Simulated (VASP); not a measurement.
**From an Ansatz input to VASP: GaAs (strained zincblende)**

Ansatz input

```yaml
crystal:
  lattice:
    - [0.0, 2.8112703396, 2.8516095966]
    - [2.8112703396, 0.0, 2.8516095966]
    - [2.8112703396, 2.8112703396, 0.0]
  atoms:
    - { symbol: Ga, position: [0.0, 0.0, 0.0] }
    - { symbol: As, position: [0.25, 0.25, 0.25] }
kpoints:
  mp_grid: { grid: [8, 8, 8] }
  band_path:
    path:
      - [0.0, 0.0, 0.0]
      - [-0.5, -0.5, 0.0]
      - [-0.375, -0.375, 0.25]
      - [-0.375, 0.0, 0.375]
      - [0.0, 0.0, 0.5]
      - [-0.5, -0.25, 0.25]
    npoints: 1
hamiltonian:
  xc: r2scan
scf:
  occupations: { method: fixed }
  n_extra_bands: 4
output:
  forces: true
  stress: true
  eigenvalues: true
```

Write VASP inputs for this cell and level of theory.



INCAR

```
LCHARG = .FALSE.
ISIF = 2
NBANDS = 16
EDIFF = 1E-7
LASPH = .TRUE.
LREAL = .FALSE.
PREC = Accurate
METAGGA = R2SCAN
ISMEAR = 0
NSW = 0
IBRION = -1
NELM = 120
LWAVE = .FALSE.
ENCUT = 520
SIGMA = 0.01
ALGO = Normal
```

KPOINTS

```
KPOINTS created by Atomic Simulation Environment
0
Gamma
8 8 8
0 0 0
```

KPOINTS_OPT

```
special points
6
Reciprocal
0.0000000000 0.0000000000 0.0000000000 1
-0.5000000000 -0.5000000000 0.0000000000 1
-0.3750000000 -0.3750000000 0.2500000000 1
-0.3750000000 0.0000000000 0.3750000000 1
0.0000000000 0.0000000000 0.5000000000 1
-0.5000000000 -0.2500000000 0.2500000000 1
```

POSCAR

```
Ga As
 1.0000000000000000
     0.0000000000000000    2.8112703396000001    2.8516095965999999
     2.8112703396000001    0.0000000000000000    2.8516095965999999
     2.8112703396000001    2.8112703396000001    0.0000000000000000
 Ga  As
   1   1
Cartesian
  0.0000000000000000  0.0000000000000000  0.0000000000000000
  1.4056351698000000  1.4056351698000000  1.4258047983000000
```

VASP ran with the recommended PBE PAW datasets (18 valence electrons in the cell). Other inputs would serve too.

```csv
,Ansatz,VASP
gap between bands v and c,1.00 eV,0.98 eV
least direct gap,1.00 eV,0.98 eV
pressure,0.7 GPa,0.8 GPa
```

Each program uses its own PAW datasets. VASP's cell holds 18 valence electrons and Ansatz's 28. Ansatz's stress includes a Pulay correction; VASP's doesn't.
